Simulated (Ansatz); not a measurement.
**Ti: element swaps in one structure**

What happens to the structure of Ti under Ti → Hf; Ti → Zr? Each swap replaces an element on all its sites; cell and atoms are relaxed again.

Method: DFT PBEsol, scalar-relativistic, plane waves, PAW, in Ansatz 0.2.0.

1 further run of the same task is left out (set aside as unsound or not needed).

### Step 1. The starting structure

Symmetry: Im-3m, No. 229, cubic system. Conventional cell: a = 3.210 Å, b = 3.210 Å, c = 3.210 Å, α = 90.00°, β = 90.00°, γ = 90.00°. Ti (site symmetry m-3m) has 8 Ti at 2.78 Å as nearest neighbours.

Coordinates:

```xyz
1
Lattice="-1.6051 1.6051 1.6051 1.6051 -1.6051 1.6051 1.6051 1.6051 -1.6051" Properties=species:S:1:pos:R:3 pbc="T T T"
Ti    0.0000    0.0000    0.0000
```

It is the result of an earlier relaxation at this level (volume 16.54 Å³/atom; gap on the mesh: none (metal)).

### Step 2. Ti → Hf: the starting cell

Hf starts from the relaxed positions of Ti, with all lengths scaled by 1.064, a guess from tabulated radii.

### Step 3. Quick check of gap, pressure and forces (Hf)

Input file input.yaml:

```yaml
crystal:
  lattice:
    - [-1.7084137363, 1.7084137363, 1.7084137363]
    - [1.7084137363, -1.7084137363, 1.7084137363]
    - [1.7084137363, 1.7084137363, -1.7084137363]
  atoms:
    - { symbol: Hf, position: [0.0, 0.0, 0.0] }
basis:
  ecutwfc: 420
kpoints:
  mp_grid: { grid: [8, 8, 8] }
hamiltonian:
  xc: pbesol
scf:
  occupations: { method: gaussian, width: 0.1 }
output:
  forces: true
  stress: true
  eigenvalues: true
```

Started as:

```
ansatz run input.yaml --threads 1 --pin off --max-ram 2560MiB --backend cpu --events-out ev --progress --plain --runs-dir out
```

Further runs follow: rough relaxation on the coarse mesh (Hf); full relaxation (Hf); a first look at the start (Zr); a loose first relaxation (Zr); the relaxation (Zr).

Q: Predict the outcome of this session. Wanted: Ti → Hf; Ti → Zr.

As calculated:

| quantity | value |
| --- | --- |
| Ti → Hf (Hf) | 21.27 Å³/atom, gap none (metal) |
| Ti → Zr (Zr) | 21.83 Å³/atom, gap none (metal) |

What this shows: The volume per atom runs from +28.6 % (Hf) to +32.0 % (Zr) against the relaxed parent. All of them are metals at this level. The runs treat Hf without spin-orbit coupling.
